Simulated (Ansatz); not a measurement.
# CsPbCl3 (model cell, started as cubic perovskite with Pb in the octahedra): following an unstable mode, part 3 of 3

Aim: this structure of CsPbCl3 (model cell, started as cubic perovskite with Pb in the octahedra) is to be tested for unstable modes, and one is followed downhill.

Ansatz 0.2.0; DFT PBEsol, scalar-relativistic, plane waves, PAW; PAW set soft_1.

So far. Step 5 (Energy along the mode, all amplitudes (two of the runs …): The lowest of the steps tried is the last one, at 0.6 Å, 10.3 meV/atom below the parent; the bottom of the well need not coincide with a step. Step 7 (The new phase in its own primitive cell): The largest force component left is 0.030 meV/Å and the pressure is -0.004 GPa, within the tolerances set. The cell now holds 34.41 Å³/atom. The relaxed cell has a = 7.775, c = 11.384 Å (conventional setting).

### 8. Modes of the new phase, k-mesh 6×6×6

A relaxed structure may still be a saddle point, so its zone-centre modes are computed. The response to a homogeneous field gives the Born charges and the dielectric tensor.

Input file input.yaml:

```yaml
crystal:
  lattice:
    - [-3.8875140237, 3.8875140237, 5.6922219697]
    - [3.8875140237, -3.8875140237, 5.6922219697]
    - [3.8875140237, 3.8875140237, -5.6922219697]
  atoms:
    - { symbol: Cs, position: [0.75, 0.25, 0.5] }
    - { symbol: Cs, position: [0.25, 0.75, 0.5] }
    - { symbol: Pb, position: [0.0, 0.0, 0.0] }
    - { symbol: Pb, position: [0.5, 0.5, 0.0] }
    - { symbol: Cl, position: [0.8137468842, 0.3137468842, 0.1274937684] }
    - { symbol: Cl, position: [0.1862531158, 0.6862531158, 0.8725062316] }
    - { symbol: Cl, position: [0.25, 0.25, 0.0] }
    - { symbol: Cl, position: [0.75, 0.75, 0.0] }
    - { symbol: Cl, position: [0.3137468842, 0.1862531158, 0.5] }
    - { symbol: Cl, position: [0.6862531158, 0.8137468842, 0.5] }
kpoints:
  mp_grid: { grid: [6, 6, 6] }
hamiltonian:
  xc: pbesol
  pseudopotentials: { kind: paw, azcp: { folder: soft_1 }, xc_functional: pbe }
scf:
  occupations: { method: fixed }
output:
  eigenvalues: true
phonons:
  method: dfpt
  dielectric: true
  rigid_motions: translations
```

Run with:

```
> ansatz run input.yaml --threads 4 --pin off --max-ram 16384MiB --backend cpu --events-out ev --progress --plain --runs-dir out
```

Numbers of over 12 decimals in the logs are rounded to 6 here.

The program printed:

```text
[...]
Crystal: 10 atoms, lattice volume = 344.101 Å³
Basis set: ecut = 420 eV, 6695 PW (Γ), exchange–correlation on 108×108×108 points (8 copies of the dense FFT grid, shifted against one another)
Bands: 54, of which v1, the nominal top of the filled ones, is band 44 counted from 1 (43 counted from 0)
Symmetry: 16 space group operations
k-points: 112 of 216 (irreducible under 1 space group operation, time reversal used)
[...]
SCF iter   1: F=—  HF=-41068.563617 eV  |F-HF|=—  |Δ(HF+E_count)|=         —  Δρ=2.50e-2  dr2=5.12e0  ethr=3.10e-3  ⟨swp⟩=6.0  Hψ=22824  notcnv=0  defer=755
[...]
SCF iter  11: F=-41066.109794 eV  HF=-41066.109794 eV  |F-HF|=2.18e-11  |Δ(HF+E_count)|=  3.35e-10  Δρ=6.75e-8  dr2=1.65e-11  ethr=1.00e-12  ⟨swp⟩=21.4  Hψ=50995  notcnv=0
SCF 1 converged in 11 iterations: F = -41066.109794 eV  dr2 = 1.65e-11
[...]
NSCF: frozen V_eff on 4 k-points
DFPT response loops at Γ: preconditioner auto → Resta (q_TF=auto, 2.174 Å⁻¹)  ε∞=5.4 (no band partly filled); β = 1.00, the filter's whole step (`scf.mixing.beta` (0.50) is not read by the response loops at its default; to damp them type it under 1.00, their step now; it binds the ground state too); Broyden in place of MSR1
── the response to a field inside a basis, on 6×6×6 k-points: an SCF that follows is theirs, and a resumed run solves both again ──
Bands: 45, of which v1, the nominal top of the filled ones, is band 44 counted from 1 (43 counted from 0)
k-points: 28 of 216
[...]
Eigensolver: Dense (28 Hₖ)
SCF iter   1: F=—  HF=-41065.709979 eV  |F-HF|=—  |Δ(HF+E_count)|=         —  Δρ=4.30e-4  dr2=2.38e-4  ethr=1.00e-1
[...]
SCF iter   5: F=-41065.710107 eV  HF=-41065.710107 eV  |F-HF|=1.64e-8  |Δ(HF+E_count)|=   6.02e-7  Δρ=1.43e-6  dr2=1.66e-8  ethr=4.13e-10
SCF 1 converged in 5 iterations: F = -41065.710107 eV  dr2 = 1.66e-8
[...]
SCF converged after 11 iterations
Free energy (F): -41066.109794 eV
[...]
Internal energy: -41066.109794 eV  (E = F + TS)
E sigma→0 (E₀):  -41066.109794 eV
Fermi energy:    3.810947 eV
[...]
--- Band table (eV; the first three rows and the last of 112) ---
  k-point 0: bands = [... 40 lower, 1.8423, 1.8704, 1.8704, 3.8109, 5.8968, 6.1701, 6.1701, 7.6849, ... 6 higher]
  k-point 1: bands = [... 40 lower, 1.7781, 1.8795, 1.9610, 3.4880, 6.0131, 6.2452, 6.8754, 7.9571, ... 6 higher]
  k-point 2: bands = [... 40 lower, 1.7093, 1.8926, 2.0232, 3.1678, 6.2471, 6.4239, 7.5638, 8.0630, ... 6 higher]
  k-point 111: bands = [... 40 lower, 1.7306, 1.8083, 2.4949, 3.0978, 6.5646, 6.5646, 6.8109, 8.7580, ... 6 higher]
--- Phonons (Γ-DFPT): 8 representative perturbations + reference, on 112 of 216 k-points (Σ response iterations 26) ---
  k mesh reduced under 1 symmetry operation, with k and −k counted as one. Each operation leaves every solved perturbation unchanged. A smaller set is not considered because the run solves the response to a homogeneous field
  ASR residual: 3.989e-5 → 0.000e0 eV/Å²; symmetrization residual: 1.828e-5 eV/Å²
  ASR residual per site (eV/Å²): 3.99e-5 3.99e-5 2.86e-5 2.86e-5 2.93e-5 2.93e-5 1.78e-5 1.78e-5 2.93e-5 2.93e-5
  Γ frequencies (cm⁻¹): -17.39 -17.39 0.00 0.00 0.00 27.92 27.92 47.05 47.05 48.16 52.16 52.33 52.33 60.74 60.74 78.41 80.03 82.71 92.35 92.87 92.87 101.55 101.55 106.73 112.30 115.67 115.67 200.74 201.40 246.12
  ε∞ (high-frequency dielectric tensor):
        3.809290     0.000000    -0.000000
        0.000000     3.809290    -0.000000
       -0.000000    -0.000000     4.115301
  softest optical mode at Γ: -17.39 cm⁻¹; the repairs (sum rule, projections) moved no ω² at Γ by more than (2.12 cm⁻¹)²
  Born effective charges Z* (e; rows j = field, columns β = displacement):
    site 0:
         1.24753    0.00000    0.00000
        -0.00000    1.24753    0.00000
         0.00000   -0.00000    1.43286
    site 1:
         1.24753    0.00000   -0.00000
        -0.00000    1.24753   -0.00000
         0.00000    0.00000    1.43286
    site 2:
         3.75449    0.42285    0.00000
        -0.42285    3.75449    0.00000
         0.00000    0.00000    3.84696
    site 3:
         3.75449   -0.42285   -0.00000
         0.42285    3.75449    0.00000
        -0.00000   -0.00000    3.84696
    site 4:
        -2.12081    1.32586    0.00000
         1.32586   -2.12081    0.00000
        -0.00000   -0.00000   -0.78157
    site 5:
        -2.12081    1.32586    0.00000
         1.32586   -2.12081    0.00000
        -0.00000   -0.00000   -0.78157
    site 6:
        -0.76040    0.00000   -0.00000
        -0.00000   -0.76040   -0.00000
        -0.00000   -0.00000   -3.71668
    site 7:
        -0.76040    0.00000   -0.00000
        -0.00000   -0.76040   -0.00000
         0.00000    0.00000   -3.71668
    site 8:
        -2.12081   -1.32586   -0.00000
        -1.32586   -2.12081   -0.00000
        -0.00000    0.00000   -0.78157
    site 9:
        -2.12081   -1.32586    0.00000
        -1.32586   -2.12081   -0.00000
        -0.00000   -0.00000   -0.78157
  Z* charge neutrality: 2.793e-2 e pre-enforcement
  solved inside a basis spanned on kpoints, on 6×6×6 k-points, its susceptibility summed on 10×10×12: ε∞ is read to err by 1.0e-2, Z* by 2.2e-2 e (field_mesh: kpoints solves on kpoints); Z* is corrected for what the basis lacks
  optical modes at Γ without the LO–TO term, one row a degenerate level:
      ω (cm⁻¹)  modes    IR ((D/Å)²/amu)
        -17.39      2             0.0000
         27.92      2             1.4721
         47.05      2             0.0000
         48.16      1             0.0005
         52.16      1             0.0000
         52.33      2             0.3685
         60.74      2             2.6679
[...]
optical modes at Γ + LO–TO along q̂ = [1.0000, 0.0000, 0.0000]:
      ω (cm⁻¹)  modes    IR ((D/Å)²/amu)
[...]
optical modes at Γ + LO–TO along q̂ = [0.0000, 1.0000, 0.0000]:
      ω (cm⁻¹)  modes    IR ((D/Å)²/amu)
[...]
optical modes at Γ + LO–TO along q̂ = [0.0000, 0.0000, 1.0000]:
      ω (cm⁻¹)  modes    IR ((D/Å)²/amu)
[...]
78.41      1             0.0000
         80.03      1             0.0000
         85.98      1             0.0476
         92.35      1             0.0000
         92.87      2             0.0000
        101.55      2             0.1197
        106.73      1             0.0000
        115.67      2            36.8852
        200.74      1             0.0000
        201.40      1             0.0000
        218.11      1            23.5308
        246.12      1             0.0000
```

The job ended after 19 min (4 threads of Arm Neoverse V1, shared host; peak memory 8.1 GiB; 73 min of CPU time).

This step gave:

| Property | Result |
| --- | --- |
| sum-rule residual before enforcement | 3.99e-5 eV/Å² |
| miss of the charge sum rule | 0.02793 e |
| estimated error of the dielectric tensor | 0.01017 |
| estimated error of the Born charges | 0.02249 e |
| point group | 4/mmm |
| highest optical mode at the zone centre (no LO-TO term) | 246.1 cm⁻¹ |
| lowest optical zone-centre mode | -17.39 cm⁻¹ |
| mean high-frequency dielectric constant | 3.911 |
| largest Born charge (third of the trace) | 3.785 e |
| top of the zone-centre spectrum with the field | 246.1 cm⁻¹ |

Without the LO-TO term. Patterns of degenerate modes are one choice out of their space. Modes at Γ, with each element's share of the kinetic energy (negative means imaginary):

| mode | frequency (cm⁻¹) | symmetry | Cs % | Pb % | Cl % |
| --- | --- | --- | --- | --- | --- |
| 1 | -17.4 | Eg | 41 | 0 | 59 |
| 2 | -17.4 | Eg | 41 | 0 | 59 |
| 3 | 0.0 | acoustic | 30 | 46 | 24 |
| 4 | 0.0 | acoustic | 30 | 46 | 24 |
| 5 | 0.0 | acoustic | 30 | 46 | 24 |
| 6 | 27.9 | Eu | 56 | 13 | 31 |
| 7 | 27.9 | Eu | 56 | 13 | 31 |
| 8 | 47.0 | Eg | 59 | 0 | 41 |
| 9 | 47.0 | Eg | 59 | 0 | 41 |
| 10 | 48.2 | A2u | 52 | 39 | 9 |
| 11 | 52.2 | B2g | 99 | 0 | 1 |
| 12 | 52.3 | Eu | 12 | 19 | 69 |
| 13 | 52.3 | Eu | 12 | 19 | 69 |
| 14 | 60.7 | Eu | 3 | 34 | 63 |
| 15 | 60.7 | Eu | 3 | 34 | 63 |
| 16 | 78.4 | B1u | 0 | 0 | 100 |
| 17 | 80.0 | A1g | 0 | 0 | 100 |
| 18 | 82.7 | A2u | 18 | 3 | 79 |
| 19 | 92.3 | A1u | 0 | 100 | 0 |
| 20 | 92.9 | Eg | 0 | 0 | 100 |
| 21 | 92.9 | Eg | 0 | 0 | 100 |
| 22 | 101.5 | Eu | 0 | 70 | 30 |
| 23 | 101.5 | Eu | 0 | 70 | 30 |
| 24 | 106.7 | B2g | 1 | 0 | 99 |
| 25 | 112.3 | A2u | 0 | 12 | 88 |
| 26 | 115.7 | Eu | 0 | 17 | 83 |
| 27 | 115.7 | Eu | 0 | 17 | 83 |
| 28 | 200.7 | A2g | 0 | 0 | 100 |
| 29 | 201.4 | B1g | 0 | 0 | 100 |
| 30 | 246.1 | A2g | 0 | 0 | 100 |

Displacements in mode 2 (-17.4 cm⁻¹), the largest set to 1:
```
Cs1  0.52 -0.04  0.00
Cs2 -0.52  0.04  0.00
Pb3  0.00  0.00  0.00
Pb4  0.00  0.00  0.00
Cl5  0.00  0.00 -0.43
Cl6  0.00  0.00  0.43
Cl7  1.00  0.07  0.00
Cl8 -1.00 -0.07  0.00
Cl9  0.00  0.00 -0.50
Cl10 0.00  0.00  0.50
```

Displacements in mode 14 (60.7 cm⁻¹), the largest set to 1:
```
Cs1  0.08 -0.13  0.00
Cs2  0.08 -0.13  0.00
Pb3  0.44  0.08  0.00
Pb4 -0.26 -0.36  0.00
Cl5  0.32  0.13  0.00
Cl6  0.32  0.13  0.00
Cl7 -0.14  0.23  0.00
Cl8 -0.14  0.23  0.00
Cl9 -1.00  0.96  0.00
Cl10-1.00  0.96  0.00
```

Optical modes at the zone centre, without and with the macroscopic field of the longitudinal modes; each column is sorted by frequency, so a row need not hold one and the same mode. Modes with and without the field, by row:

| rank among optical modes | no field (cm⁻¹) | q along (1, 0, 0) (cm⁻¹) | q along (0, 0, 1) (cm⁻¹) |
| --- | --- | --- | --- |
| 1 | -17.4 | -17.4 | -17.4 |
| 2 | -17.4 | -17.4 | -17.4 |
| 3 | 27.9 | 27.9 | 27.9 |
| 4 | 27.9 | 32.4 | 27.9 |
| 5 | 47 | 47 | 47 |
| 6 | 47 | 47 | 47 |
| 7 | 48.2 | 48.2 | 48.2 |
| 8 | 52.2 | 52.2 | 52.2 |
| 9 | 52.3 | 52.3 | 52.3 |
| 10 | 52.3 | 52.8 | 52.3 |
| 11 | 60.7 | 60.7 | 60.7 |
| 12 | 60.7 | 65.3 | 60.7 |
| 13 | 78.4 | 78.4 | 78.4 |
| 14 | 80 | 80 | 80 |
| 15 | 82.7 | 82.7 | 86 |
| 16 | 92.3 | 92.3 | 92.3 |
| 17 | 92.9 | 92.9 | 92.9 |
| 18 | 92.9 | 92.9 | 92.9 |
| 19 | 101.5 | 101.5 | 101.5 |
| 20 | 101.5 | 101.6 | 101.5 |
| 21 | 106.7 | 106.7 | 106.7 |
| 22 | 112.3 | 112.3 | 115.7 |
| 23 | 115.7 | 115.7 | 115.7 |
| 24 | 115.7 | 200.7 | 200.7 |
| 25 | 200.7 | 201.4 | 201.4 |
| 26 | 201.4 | 215.1 | 218.1 |
| 27 | 246.1 | 246.1 | 246.1 |

Born charge (rows field, columns displacement) (e), principal values of the symmetric part by kind of site:

| atom | atoms with these values | low | middle | high | mean |
| --- | --- | --- | --- | --- | --- |
| Cs1 | 2 | 1.25 | 1.25 | 1.43 | 1.31 |
| Pb3 | 2 | 3.75 | 3.75 | 3.85 | 3.79 |
| Cl5 | 4 | -3.45 | -0.79 | -0.78 | -1.67 |
| Cl7 | 2 | -3.72 | -0.76 | -0.76 | -1.75 |

In full for Cl7:

```
-0.76  0.00  0.00
 0.00 -0.76  0.00
 0.00  0.00 -3.72
```

High-frequency dielectric tensor:

```
3.81 0.00 0.00
0.00 3.81 0.00
0.00 0.00 4.12
```

Transverse modes; imaginary modes are left out. Lines of the infrared spectrum (strongest = 100):

| position (cm⁻¹) | lines merged | relative intensity |
| --- | --- | --- |
| 28 | 1 | 4.0 |
| 47 | 1 | 0.0 |
| 48 | 1 | 0.0 |
| 52 | 2 | 1.0 |
| 61 | 1 | 7.2 |
| 78 | 1 | 0.0 |
| 80 | 1 | 0.0 |
| 83 | 1 | 7.0 |
| 92 | 1 | 0.0 |
| 93 | 1 | 0.0 |
| 102 | 1 | 0.3 |
| 107 | 1 | 0.0 |
| 112 | 1 | 57 |
| 116 | 1 | 100 |
| 201 | 2 | 0.0 |
| 246 | 1 | 0.0 |

Before it was imposed, the acoustic sum rule was missed by 4.0e-5 eV/Å² and the charge sum rule by 0.028 e. Small misses are needed for a sound result but don't prove that mesh and cutoff are converged. The lowest optical mode is imaginary, 17.4i cm⁻¹, so the energy falls along it.

### 9. Results

```yaml
unstable_mode_of_the_parent: q = (-0.5, -0.5, -0.5), 48i cm⁻¹
depth_at_the_lowest_point_sampled: 10.3 meV/atom
largest_atomic_shift_at_that_point: 0.6 Å
space_group_reached_within_0p01_a: I4/mcm
energy_gained_over_the_parent_first_relaxation_on_the_mesh_of_the_frozen_mode: 14.5 meV/atom
volume_per_atom_phase_reached: 34.4 Å³
gap_on_the_k_mesh_phase_reached: 2.09 eV
lowest_optical_zone_centre_mode_phase_reached: -17.4 cm⁻¹
highest_optical_mode_at_the_zone_centre_no_lo_to_term_phase_reached: 246 cm⁻¹
```

What this shows: Along this mode the structure falls into I4/mcm, 14.5 meV/atom below the parent. At the parent's cell the well is 10.32 meV/atom deep on the steps tried, with its lowest point at a shift of 0.6 Å. That is the last step tried, so the steps alone don't bracket the bottom of the well. Relaxing atoms and cell changes the gain by +4.19 meV/atom against the lowest step (energies at zero smearing). The new phase still has an imaginary mode at the zone centre of its cell, so it is a saddle point on the way to a lower structure. Of the 4 patterns followed to their end from this parent, this one reaches the lowest energy. Another end point lies within 1 meV/atom; how such a difference moves with mesh and cutoff was not tested. Each path keeps the symmetry of its pattern, so a lower phase may lie along a pattern not tried. Spin-orbit coupling is left out, which can matter for the heavy elements here. The PAW files were made for PBE and serve the other functionals too. The starting cell was built on a prototype and not taken from a measurement, so the phase need not exist.

[Logs are printed without paths, hosts, clocks, repeated set-up lines and the standing remarks that a program may print on its own settings, such as how far it seeks lower states.]

[Hosts, paths, dates, database ids (printed as entryN), source tags and the programs' standing remarks are cut or masked in the printed files.]
